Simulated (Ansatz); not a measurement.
The system is CuO.

```xyz
2
Lattice="0.0000 2.1166 2.1166 2.1166 0.0000 2.1166 2.1166 2.1166 0.0000" Properties=species:S:1:pos:R:3 pbc="T T T"
Cu    1.9814    1.9843    0.1219
O     2.2518    2.2488    1.9946
```

The cell comes from a database or a generator and needn't be the stable form of this composition.

Base run:

- Program: Ansatz 0.2.0
- Functional: PBEsol
- Potentials or basis: Ansatz PAW
- Cutoff: 420 eV (not typed: the program's choice for these potentials)
- k mesh: 11 × 11 × 11
- Occupations: fermi-dirac, width 0.05 eV
- Spin: no spin polarisation

Its results: band gap on the k mesh none (metal or under the smearing width); pressure 9.1 GPa; largest force 0.778 eV/Å.

**Question.** After a change of settings the same cell gave: band gap on the k mesh none (metal or under the smearing width); pressure 26.0 GPa; largest force 0.999 eV/Å. Which change was it?
A. functional from PBEsol to PBE
B. functional from PBEsol to BLYP
C. functional from PBEsol to PBE; cutoff from 420 eV (not typed: the program's choice for these potentials) to 500 eV
D. functional from PBEsol to LDA; hubbard terms from none to Cu d U = 4.5 eV; hubbard projectors from none to ortho-atomic (the default)

**Answer.** B.

BLYP binds less tightly than PBEsol, so the same cell stands under more pressure.

Caveats: an odd number of electrons without spin polarisation forces a metal; a magnetic or distorted state may lie lower; the run has no spin polarisation, though such a crystal can be magnetic; semilocal functionals often make such compounds metallic where correlation or magnetic order opens a gap, which also shifts bond lengths; the PAW data sets come from PBE, with cores solved anew for the run's functional, which leaves a small shift of forces and pressure; so large a pressure means that the cell lies far from this level's equilibrium, or that cutoff or potentials fall short (some runs).
